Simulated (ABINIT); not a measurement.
The system is NiO.

```
CELL_PARAMETERS angstrom
0.00000 2.08590 2.08590
2.08590 0.00000 2.08590
2.08590 2.08590 0.00000
ATOMIC_POSITIONS crystal
Ni 0.00000 0.00000 0.00000
O 0.50000 0.50000 0.50000
```

Base run:

```yaml
Program: ABINIT 10.8.3 (patched build)
Functional: revPBE
Potentials_or_basis: JTH PAW PBE v2.0
Cutoff: 1333 eV
k_mesh: 9 × 9 × 9
Occupations: fermi-dirac, width 0.05 eV
Spin: collinear spin, ferromagnetic start
Starting_moments: "[1.0, 0.0] μB"
```

Its results: band gap on the k mesh none (metal or under the smearing width); pressure 2.5 GPa; net moment 0.00 μB per cell.

Q: The run is repeated on the same cell with these changes: functional from revPBE to AM05. What comes out?

A: Band gap on the k mesh none (metal or under the smearing width); pressure -11.4 GPa; net moment 0.44 μB per cell; site moments Ni +0.36; O +0.06 μB.

AM05 binds more tightly than revPBE, so the same cell stands under less pressure.

Caveats: small starting moments can end in a higher magnetic state in this program; the PAW data sets were made with another functional, which shifts forces and pressure a little; semilocal functionals often make such compounds metallic where correlation or magnetic order opens a gap, which also shifts bond lengths; a cell with one magnetic atom can't hold antiferromagnetic order, which such compounds often take (some runs).

Not every run made on this cell is shown here.
